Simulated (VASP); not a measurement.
# CdSe (R3m) in VASP: further runs

One crystal, CdSe, is run at these levels: PBEsol; tasks: single point.

All numbers are computed with VASP 6.6.1; they aren't measurements. Logs are shortened: lines on timing, memory, paths and dates and some standing lists are left out, and cuts for length are marked.

### Step 1. The cell of the first run

It takes space group R3m (No. 160, trigonal). Conventional cell: a = 4.400 Å, b = 4.400 Å, c = 11.679 Å, α = 90.00°, β = 90.00°, γ = 120.00°. Around Cd (site symmetry 3m) lie 4 Se at 2.72 to 2.92 Å. Se (site symmetry 3m) has 4 Cd at 2.72 to 2.92 Å as nearest neighbours.

Measurements of this composition are mostly on another form, of space group No. 186.

### Step 2. Single point, PBEsol

INCAR reads:

```
SYSTEM = CdSe
  PREC = Accurate
  ENCUT = 520
  EDIFF = 1E-6
  ISMEAR = 0
  SIGMA = 0.05
  LREAL = .FALSE.
  LASPH = .TRUE.
  NELM = 60
  ALGO = Normal
  ISIF = 2
  LWAVE = .FALSE.
  LCHARG = .FALSE.
  GGA = PS
  NBANDS = 16
```

KPOINTS reads:

```
Automatic mesh
0
G
  10 10 10
  0 0 0
```

POSCAR reads:

```
CdSe
1.0
    0.0000000000      3.1110825840      3.1110825840
    3.1110825840      0.0000000000      3.1110825840
    3.2846809921      3.2846809921     -0.1735984082
Cd Se
1 1
Direct
    0.0000000000      0.0000000000      0.0000000000
    0.7500000000      0.7500000000      0.7500000000
```

Potentials or basis: VASP PAW PBE potentials, release 64 (Cd, Se).

On the command line:

```bash
$ cat potpaw_PBE.64/Cd/POTCAR potpaw_PBE.64/Se/POTCAR > POTCAR
$ mpirun -np 1 vasp_std > vasp.out
```

OUTCAR:

```text
SYSTEM = CdSe
   PREC = Accurate
   ENCUT = 520
   EDIFF = 1E-6
   ISMEAR = 0
   LREAL = .FALSE.
   LASPH = .TRUE.
   NELM = 60
   ISIF = 2
   GGA = PS

 ion  position               nearest neighbor table
   1  0.000  0.000  0.000-   2 2.72   2 2.72   2 2.72   2 2.92
   2  0.750  0.750  0.750-   1 2.72   1 2.72   1 2.72   1 2.92

  LATTYP: Found a trigonal (rhomboedric) cell.
 ALAT       =     4.6484830695
 COS(alpha) =     0.5520798786

  Lattice vectors:

 A1 = (   3.2846809921,   0.1735984081,  -3.2846809922)
 A2 = (   0.1735984081,   3.2846809921,  -3.2846809922)
 A3 = (   3.2846809921,   3.2846809921,  -0.1735984082)

Analysis of symmetry for initial positions (statically):
=====================================================================
 Subroutine PRICEL returns:
 Original cell was already a primitive cell.

 Routine SETGRP: Setting up the symmetry group for a
 trigonal (rhombohedral) supercell.

 Subroutine GETGRP returns: Found  6 space group operations
 (whereof  6 operations were pure point group operations)
 out of a pool of 12 trial point group operations.

The static configuration has the point symmetry C_3v.

Analysis of symmetry for dynamics (positions and initial velocities):
=====================================================================
 Subroutine PRICEL returns:
 Original cell was already a primitive cell.

 Routine SETGRP: Setting up the symmetry group for a
 trigonal (rhombohedral) supercell.

 Subroutine GETGRP returns: Found  6 space group operations
 (whereof  6 operations were pure point group operations)
 out of a pool of 12 trial point group operations.

The dynamic configuration has the point symmetry C_3v.

 Subroutine INISYM returns: Found  6 space group operations
 (whereof  6 operations are pure point group operations),
 and found     1 'primitive' translations

----------------------------------------------------------------------------------------

                                     Primitive cell

  volume of cell :      65.2640

  direct lattice vectors                    reciprocal lattice vectors
     0.000000000  3.111082584  3.111082584    -0.156578111  0.164853408  0.156578111
     3.111082584  0.000000000  3.111082584     0.164853408 -0.156578111  0.156578111
     3.284680992  3.284680992 -0.173598408     0.148302814  0.148302814 -0.148302814

  length of vectors
     4.399735184  4.399735184  4.648483069     0.276061688  0.276061688  0.256868009
[... 76 lines left out ...]
   LNONCOLLINEAR =      F non collinear calculations
   LSORBIT =      F    spin-orbit coupling
   LASPH  =      T    aspherical Exc in radial PAW
   ENCUT  =  520.0 eV  38.22 Ry    6.18 a.u.   8.18  8.18  8.64*2*pi/ulx,y,z
   NELM   =     60;   NELMIN=  2; NELMDL= -5     # of ELM steps
   EDIFF  = 0.1E-05   stopping-criterion for ELM
   LREAL  =      F    real-space projection
   EDIFFG = 0.1E-04   stopping-criterion for IOM
   NSW    =      0    number of steps for IOM
   IBRION =     -1    ionic relax: 0-MD 1-quasi-New 2-CG
   NFREE  =      0    steps in history (QN), initial steepest desc. (CG)
   ISIF   =      2    stress and relaxation
   ISYM   =      2    0-nonsym 1-usesym 2-fastsym
   POTIM  = 0.5000    time-step for ionic-motion
   TEBEG  =    0.0;   TEEND  =   0.0 temperature during run
   PSTRESS=    0.0 pullay stress
   NELECT =      18.0000    total number of electrons
   NUPDOWN=      -1.0000    fix difference up-down
   EMIN   =  10.00;   EMAX   =-10.00  energy-range for DOS
   EFERMI =   0.00;   METHOD = LEGACY
   ISMEAR =     0;   SIGMA  =   0.05  broadening in eV -4-tet -1-fermi 0-gaus
   EFERMI_NEDOS =   21; number of points for ismear=-14 and -15
   IALGO  =     38    algorithm
   IMIX   =      4    mixing-type and parameters
     AMIX     =   0.40;   BMIX     =  1.00
     AMIX_MAG =   1.60;   BMIX_MAG =  1.00
  volume/ion in A,a.u.               =      32.63       220.21
  Fermi-wavevector in a.u.,A,eV,Ry     =   1.065633  2.013755 15.450426  1.135574
  Thomas-Fermi vector in A             =   2.201191
   LORBIT       =      0    0 simple, 1 ext, 2 COOP (PROOUT), +10 PAW based schemes
   GGA     = PS    functional components
   LHFCALC =     F    Hartree Fock is set to
   AEXX    =    0.0000 exact exchange contribution
   IVDW    =     0    specifies the selected vdW correction
   LEPSILON=     F    determine dielectric tensor
   LRPA    =     F    only Hartree local field effects (RPA)
 non-spin polarized calculation
 Gauss-broadening in eV      SIGMA  =   0.05
  energy-cutoff  :      520.00
  volume of cell :       65.26
 maximum number of plane-waves:      1779
 NGX is ok and might be reduce to    36
   NGX = 17   NGY = 17   NGZ = 17

 number of electron      18.0000003 magnetization

 Free energy of the ion-electron system (eV)
  ---------------------------------------------------
  ext. energy  EPLUGINS =         0.00000000
  ---------------------------------------------------
  free energy    TOTEN  =        -5.97635529 eV

  energy without entropy =       -5.97635489  energy(sigma->0) =       -5.97635509

 E-fermi :  -0.0621     XC(G=0):  -8.4351

 val. band max:       -0.1807225791   @ k =   0.0000   0.0000   0.0000
 cond. band min:       0.0494616137   @ k =   0.0000   0.0000   0.0000
 fundamental gap:      0.2301841928
 Fermi energy:        -0.0621067238

 k-point     1 :       0.0000    0.0000    0.0000
  band No.  band energies     occupation
      1     -12.1656      2.00000
      2      -7.7980      2.00000
      3      -7.7980      2.00000
      4      -7.7446      2.00000
      5      -7.5347      2.00000
      6      -7.5347      2.00000
[... 433 lines left out ...]
      3      -7.6275      2.00000
      4      -7.6141      2.00000
      5      -7.5063      2.00000
      6      -7.4061      2.00000
[... 8 lines left out ...]
     15      11.4210      0.00000
     16      12.2887      0.00000

 [... further k-points ...]
[... 5 lines left out ...]
  --------------------------------------------------------------------------------------
  -------------------------------------------------------------------------------------
  Total       -2.0017881     -2.0017881     -2.0017881     -0.4516052      0.4516052      0.4516052
  in kB      -49.1422453    -49.1422453    -49.1422453    -11.0865339     11.0865339     11.0865339
  external PRESSURE =     -49.1422453 kB  Pullay stress =       0.0000000 kB

 VOLUME and BASIS-vectors are now :
 -----------------------------------------------------------------------------
  energy-cutoff  :      520.00
  volume of cell :       65.26
      direct lattice vectors                 reciprocal lattice vectors
     0.000000000  3.111082584  3.111082584    -0.156578111  0.164853408  0.156578111
     3.111082584  0.000000000  3.111082584     0.164853408 -0.156578111  0.156578111
     3.284680992  3.284680992 -0.173598408     0.148302814  0.148302814 -0.148302814

 POSITION                                       TOTAL-FORCE (eV/Angst)
 -----------------------------------------------------------------------------------
      0.00000      0.00000      0.00000         0.038690      0.038690     -0.038690
      4.79682      4.79682      4.53643        -0.038690     -0.038690      0.038690
 -----------------------------------------------------------------------------------
    total drift:                               -0.000036     -0.000036      0.000037

  FREE ENERGIE OF THE ION-ELECTRON SYSTEM (eV)
  ---------------------------------------------------
  free  energy   TOTEN  =        -5.9763552939 eV

  energy  without entropy=       -5.9763548945  energy(sigma->0) =       -5.97635509
```

OSZICAR:

```text
N       E                     dE             d eps       ncg     rms          rms(c)
DAV:   1     0.104619590060E+03    0.10462E+03   -0.85085E+03  3736   0.986E+02
DAV:   2    -0.215483590602E+01   -0.10677E+03   -0.10097E+03  4416   0.242E+02
DAV:   3    -0.637194337376E+01   -0.42171E+01   -0.42077E+01  4544   0.499E+01
DAV:   4    -0.639105041398E+01   -0.19107E-01   -0.19106E-01  4584   0.334E+00
DAV:   5    -0.639117500105E+01   -0.12459E-03   -0.12459E-03  4664   0.238E-01    0.445E+00
DAV:   6    -0.599838338162E+01    0.39279E+00   -0.63752E-01  5400   0.897E+00    0.378E+00
DAV:   7    -0.597811027264E+01    0.20273E-01   -0.11372E-01  4408   0.227E+00    0.179E+00
DAV:   8    -0.597631188083E+01    0.17984E-02   -0.99571E-03  4544   0.115E+00    0.198E-01
DAV:   9    -0.597627643061E+01    0.35450E-04   -0.11647E-03  4536   0.387E-01    0.540E-02
DAV:  10    -0.597632073314E+01   -0.44303E-04   -0.12803E-04  4648   0.131E-01    0.427E-02
DAV:  11    -0.597635583897E+01   -0.35106E-04   -0.50464E-05  4600   0.462E-02    0.176E-02
DAV:  12    -0.597635529391E+01    0.54506E-06   -0.16628E-06  4040   0.116E-02
   1 F= -.59763553E+01 E0= -.59763551E+01  d E =-.399410E-06
```

stdout:

```text
POSCAR found type information on POSCAR CdSe
 POSCAR found :  2 types and       2 ions
 scaLAPACK will be used
 -----------------------------------------------------------------------------
|                                                                             |
|                                                                             |
|     You enforced a specific xc type in the INCAR file but a different       |
|     I HOPE YOU KNOW WHAT YOU ARE DOING!                                     |
|                                                                             |
 -----------------------------------------------------------------------------

 LDA part: xc-table for (Slater+PW92), standard interpolation
 POSCAR, INCAR and KPOINTS ok, starting setup
 FFT: planning ... GRIDC
 FFT: planning ... GRID_SOFT
 FFT: planning ... GRID
 WAVECAR not read
 entering main loop
```

Wall time 62 s (1 thread of Intel Xeon Platinum 8488C (Sapphire Rapids), shared host); peak memory 0.29 GiB.

Results:

- Free energy: -5.9764 eV
- Pressure: -4.9 GPa
- Largest force: 0.067 eV/Å
- Band gap on the k mesh: 0.23 eV, direct

Forces on the atoms (eV/Å):
```
Cd   0.039  0.039 -0.039
Se  -0.039 -0.039  0.039
```

Caveat: the PAW data sets were made with another functional, which shifts forces and pressure a little.

### Step 3. Single point, PBEsol

INCAR reads:

```
  PREC = Accurate
  ENCUT = 520
  EDIFF = 1E-6
  ISMEAR = 0
  SIGMA = 0.05
  LREAL = F
  LASPH = T
  NELM = 100
  ALGO = Normal
  ISIF = 2
  LWAVE = F
  LCHARG = T
  GGA = PS
  LELF = T
  LVHAR = T
  NBANDS = 16
```

KPOINTS reads:

```
Automatic mesh
0
Gamma
  10 10 10
```

POSCAR reads:

```
CdSe
1.0
    0.0000000000      3.0008461065      3.0008461065
    3.0008461065      0.0000000000      3.0008461065
    3.0828692334      3.0828692334     -0.0820231269
Cd Se
1 1
Direct
    0.0000000000      0.0000000000      0.0000000000
    0.7500000000      0.7500000000      0.7500000000
```

Potentials or basis: VASP PAW PBE potentials, release 64 (Cd, Se).

On the command line:

```bash
$ cat potpaw_PBE.64/Cd/POTCAR potpaw_PBE.64/Se/POTCAR > POTCAR
$ mpirun -np 1 vasp_std > vasp.out
```

Wall time 34 s (1 thread of Intel Xeon Platinum 8488C (Sapphire Rapids), shared host); peak memory 0.25 GiB.

It converged, with:

| Property | Result |
| --- | --- |
| Free energy | -6.1611 eV |
| Pressure | 0.5 GPa |
| Largest force | 0.257 eV/Å |
| Band gap on the k mesh | 0.45 eV, direct |

Forces on the atoms (eV/Å):
```
Cd   0.148  0.148 -0.148
Se  -0.148 -0.148  0.148
```

Stress tensor (GPa, compression positive):
```
 0.46 -1.16  1.16
-1.16  0.46  1.16
 1.16  1.16  0.46
```

Levels at points of the mesh, in eV from the valence-band top:
```
           k point  band 5  band 6  band 7  band 8  band 9  band 10  band 11  band 12  band 13  band 14
(0.00, 0.00, 0.00)   -7.58   -7.58   -0.15    0.00    0.00     0.45     5.50     5.98     5.98     9.56
(0.50, 0.00, 0.00)   -7.55   -7.27   -4.50   -0.86   -0.83     2.19     6.12     6.43     7.28     9.81
(0.50, 0.50, 0.00)   -7.52   -7.22   -4.18   -2.02   -1.82     2.93     3.66     8.85    10.10    10.13
(0.00, 0.00, 0.50)   -7.56   -7.32   -4.47   -0.67   -0.67     2.40     6.48     6.48     7.07     9.92
```

Caveat: the PAW data sets were made with another functional, which shifts forces and pressure a little.
